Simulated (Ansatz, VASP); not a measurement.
# Cross-check of C61N2 between VASP and Ansatz, part 2 of 2

One calculation is typed for both programs; each brings its own data sets. How far apart do they land? The cell is taken from a series of runs on this material, whose earlier steps may have relaxed, scaled, displaced or heated it; both programs get it as it stands.

VASP 6.6.1 and Ansatz 0.2.0.

So far: Starting point; Ansatz: single point, PBE.

## 3. VASP: single point, PBE

Level of this step: PBE, spin-polarised from a ferromagnetic start; plane waves and PAW (C, N) (VASP).

The same cell, functional, mesh and smearing now go to VASP, with its own data sets.

Lines of VASP's logs that name or quote its potential files are left out, and so is its time.

The input, INCAR:

```
SYSTEM = C61N2
PREC = Accurate
ENCUT = 520
EDIFF = 1E-06
NELM = 200
ISMEAR = -1
SIGMA = 0.01
LREAL = Auto
ALGO = Normal
GGA = PE
NELECT = 255
NBANDS = 176
ISPIN = 2
MAGMOM = 0 0 0 0 0 -0 0 0 0 0 -0 0 -0 -0 0 0 0 0 0 -0 -0 -0 0 0 0 -0 -0 -0 0.01 0 0 0 0 -0 -0 -0 -0 0.02 0.18 0.01 0.01 -0 -0.01 -0 0 0.18 0.02 0.01 0.01 -0.01 -0 -0 0 0 0 0 0 -0 -0 -0 -0 0 0
LORBIT = 11
LWAVE = .FALSE.
LCHARG = .FALSE.
ISIF = 2
ISYM = 2
NUPDOWN = 1
LASPH = .TRUE.
GGA_COMPAT = .FALSE.
KPAR = 2
```

The input, POSCAR:

```
C61N2
1.0
    7.1431635104      0.0000000000      0.0000000000
    0.0000000000      7.1431635104      0.0000000000
    0.0000000000      0.0000000000      7.1431635104
C N
61 2
Direct
    0.9991994326      0.9987464748      0.2498424746
    0.9991994326      0.2498424746      0.9987464748
    0.2501996775      0.9988948587      0.9988948587
    0.1264534708      0.1263420267      0.3691423524
    0.1264534708      0.3691423524      0.1263420267
    0.3699592793      0.1260739913      0.1260739913
    0.0001650506      0.0006346717      0.7492114958
    0.0026374562      0.2524731623      0.4973885364
    0.2514143680      0.0025400788      0.4977309405
    0.2512948485      0.2522357987      0.7471723327
    0.1253637527      0.1258726410      0.8733855345
    0.1258457585      0.3808253213      0.6242006222
    0.3772998164      0.1292009334      0.6209411801
    0.3753913451      0.3751510818      0.8750743343
    0.0026374562      0.4973885364      0.2524731623
    0.0001650506      0.7492114958      0.0006346717
    0.2514143680      0.4977309405      0.0025400788
    0.2512948485      0.7471723327      0.2522357987
    0.1258457585      0.6242006222      0.3808253213
    0.1253637527      0.8733855345      0.1258726410
    0.3772998164      0.6209411801      0.1292009334
    0.3753913451      0.8750743343      0.3751510818
    0.9988140134      0.4999397133      0.7513065334
    0.9988140134      0.7513065334      0.4999397133
    0.2502355217      0.7513664332      0.7513664332
    0.1253690121      0.6243477771      0.8769331448
    0.1253690121      0.8769331448      0.6243477771
    0.3699813358      0.6244663593      0.6244663593
    0.3750816303      0.8753156676      0.8753156676
    0.4984766647      0.0016820355      0.2509975128
    0.4984766647      0.2509975128      0.0016820355
    0.7492704229      0.9999546495      0.9999546495
    0.7496760689      0.2496637957      0.2496637957
    0.6247245369      0.1266847598      0.3764862569
    0.6247245369      0.3764862569      0.1266847598
    0.8746517312      0.1248489538      0.1248489538
    0.8749372634      0.3750731669      0.3750731669
    0.4992094292      0.9998107044      0.7499946608
    0.5103191634      0.2442615557      0.5051949935
    0.7510889464      0.9989304865      0.4985354417
    0.7510149660      0.2511520469      0.7507261655
    0.6242366664      0.1253775297      0.8756325918
    0.6243096320      0.3734815057      0.6231416248
    0.8763774858      0.1259323454      0.6242539642
    0.8755964257      0.3747767124      0.8752184178
    0.5103191634      0.5051949935      0.2442615557
    0.4992094292      0.7499946608      0.9998107044
    0.7510889464      0.4985354417      0.9989304865
    0.7510149660      0.7507261655      0.2511520469
    0.6243096320      0.6231416248      0.3734815057
    0.6242366664      0.8756325918      0.1253775297
    0.8763774858      0.6242539642      0.1259323454
    0.8755964257      0.8752184178      0.3747767124
    0.4982428970      0.4986129533      0.7478383729
    0.4982428970      0.7478383729      0.4986129533
    0.7494443895      0.4998162813      0.4998162813
    0.7491289694      0.7497120599      0.7497120599
    0.6242514990      0.6247708673      0.8744797337
    0.6242514990      0.8744797337      0.6247708673
    0.8743308125      0.6253115912      0.6253115912
    0.8748922794      0.8750773527      0.8750773527
    0.2400289916      0.2399013241      0.2399013241
    0.2389883515      0.5109111130      0.5109111130
```

The input, KPOINTS:

```
Points of the shifted mesh
8
Reciprocal
 0.2500000000  0.2500000000  0.2500000000 1
 0.2500000000  0.2500000000  0.7500000000 1
 0.2500000000  0.7500000000  0.2500000000 1
 0.2500000000  0.7500000000  0.7500000000 1
 0.7500000000  0.2500000000  0.2500000000 1
 0.7500000000  0.2500000000  0.7500000000 1
 0.7500000000  0.7500000000  0.2500000000 1
 0.7500000000  0.7500000000  0.7500000000 1
```

The projector-augmented-wave data sets are C and N (PBE family, release 64).

On the command line:

```bash
mpirun -np 8 vasp_std
```

Numbers of over 12 decimals in the logs are rounded to 6 here.

The log of the run:

```text
[banner, memory and clock lines left out]
running    8 mpi-ranks, on    1 nodes
[...]
|                                                                             |
|           W    W    AA    RRRRR   N    N  II  N    N   GGGG   !!!           |
|           W    W   A  A   R    R  NN   N  II  NN   N  G    G  !!!           |
|           W    W  A    A  R    R  N N  N  II  N N  N  G       !!!           |
|           W WW W  AAAAAA  RRRRR   N  N N  II  N  N N  G  GGG   !            |
|           WW  WW  A    A  R   R   N   NN  II  N   NN  G    G                |
|           W    W  A    A  R    R  N    N  II  N    N   GGGG   !!!           |
|                                                                             |
|     For optimal performance we recommend to set                             |
|       NCORE = 2 up to number-of-cores-per-socket                            |
|     NCORE specifies how many cores store one orbital (NPAR=cpu/NCORE).      |
|     This setting can greatly improve the performance of VASP for DFT.       |
[...]
DAV:   2    -0.504831136565E+03   -0.13355E+04   -0.12675E+04  6888   0.286E+02
DAV:   3    -0.574033576471E+03   -0.69202E+02   -0.68504E+02  7168   0.618E+01
DAV:   4    -0.575431101706E+03   -0.13975E+01   -0.13922E+01  7264   0.856E+00
DAV:   5    -0.575461559887E+03   -0.30458E-01   -0.30406E-01  7112   0.129E+00BRMIX: very serious problems
 the old and the new charge density differ
 old charge density:   254.00000 new  255.00000
BRMIX: very serious problems
 the old and the new charge density differ
 old charge density:   254.00000 new  255.00000
    0.316E+01
DAV:   6    -0.559388623903E+03    0.16073E+02   -0.13547E+01  6600   0.885E+00    0.185E+01
DAV:   7    -0.554539640571E+03    0.48490E+01   -0.13513E+01  6760   0.848E+00    0.515E+00
DAV:   8    -0.554604955492E+03   -0.65315E-01   -0.76796E-01  6960   0.229E+00    0.258E+00
DAV:   9    -0.554617595248E+03   -0.12640E-01   -0.11179E-01  6936   0.977E-01    0.870E-01
[...]
DAV:  15    -0.554618261952E+03   -0.93219E-05   -0.66077E-06  6560   0.818E-03    0.561E-03
DAV:  16    -0.554618263666E+03   -0.17143E-05   -0.21723E-06  4904   0.437E-03    0.197E-03
DAV:  17    -0.554618263781E+03   -0.11467E-06   -0.16018E-07  3656   0.132E-03
   1 F= -.55461826E+03 E0= -.55461826E+03  d E =-.207699E-12  mag=     1.0000
```

OUTCAR, selected parts (step 3):

```text
  FREE ENERGIE OF THE ION-ELECTRON SYSTEM (eV)
  ---------------------------------------------------
  free  energy   TOTEN  =      -554.6182637807 eV

  energy  without entropy=     -554.6182637807  energy(sigma->0) =     -554.61826378

 magnetization (x)
# of ion       s       p       d       tot
------------------------------------------
    1        0.000   0.001   0.000   0.001
    2        0.000   0.001   0.000   0.001
    3        0.000   0.000   0.000   0.000
    4        0.000   0.001   0.000   0.001
    5        0.000   0.001   0.000   0.001
    6       -0.000  -0.000   0.000  -0.001
    7        0.000   0.001   0.000   0.002
    8        0.000   0.002   0.000   0.002
    9        0.001   0.003   0.000   0.004
   10        0.001   0.003   0.000   0.004
   11       -0.000  -0.000   0.000  -0.001
   12        0.000   0.001   0.000   0.001
   13       -0.001  -0.002   0.000  -0.003
[...]
--------------------------------------------------
tot          0.084   0.536   0.000   0.620

[... 1 further part left out ...]
```

The run ends at a pressure of 6.07 GPa, with forces up to 0.19 eV/Å.

## 4. Differences

Known differences besides the potentials themselves: VASP starts from the moments at which Ansatz ended; the cutoff is 420 eV in Ansatz and 520 eV in VASP (PREC = Accurate, projectors in real space); site moments are counted in spheres of each program's own size. Total energies have different zeros and are not compared.

The two programs side by side:

```
                             quantity  Ansatz  VASP  difference
total moment, fixed by the input (μB)    1.00  1.00        0.00
                   moment on C46 (μB)    0.18  0.24       -0.06
                   moment on C39 (μB)    0.18  0.24       -0.06
```

Forces on 10 of the 63 atoms, those with the largest forces and the largest differences (eV/Å; atoms numbered as in POSCAR):

```
atom          Ansatz x, y, z            VASP x, y, z
  C4   -0.091, -0.075, 0.055   -0.092, -0.077, 0.073
  C5   -0.091, 0.055, -0.075   -0.092, 0.073, -0.077
 C12  -0.015, -0.006, -0.054  -0.020, -0.030, -0.060
 C19  -0.015, -0.054, -0.006  -0.020, -0.060, -0.030
 C28  -0.061, -0.045, -0.045  -0.038, -0.047, -0.047
 C39    0.089, 0.153, -0.029    0.073, 0.170, -0.036
 C46    0.089, -0.029, 0.153    0.073, -0.036, 0.170
 C54     0.073, 0.094, 0.072     0.076, 0.098, 0.074
 C55     0.073, 0.072, 0.094     0.076, 0.074, 0.098
 C56     0.066, 0.090, 0.090     0.071, 0.093, 0.093
```

The forces differ by 6.0 meV/Å r.m.s., which is 10.0 % of the r.m.s. force of 0.061 eV/Å (both taken over all components). The cell carries a charge of -1 e against a uniform background, so its pressure also hangs on how the neutralising background is counted, and in a defect's cell a gap may be the spacing between its levels.

## 5. Outcome

| Property | Result |
| --- | --- |
| r.m.s. force difference (single point, PBE) | 6.0 meV/Å |

**Reading.** The r.m.s. force difference is 6.0 meV/Å (single point, PBE), within the 12 meV/Å picked in this series as the mark of a large difference. Such differences can come from data sets, numerical settings and the points named under the comparisons, not from the functional's error against experiment.

[Lines on the potential files, build, host, timing and source positions are cut from VASP's logs without a mark.]

[Logs are printed without paths, hosts, clocks, repeated set-up lines and the standing remarks that a program may print on its own settings, such as how far it seeks lower states.]

[Hosts, paths, dates, database ids (printed as entryN), source tags and the programs' standing remarks are cut or masked in the printed files.]
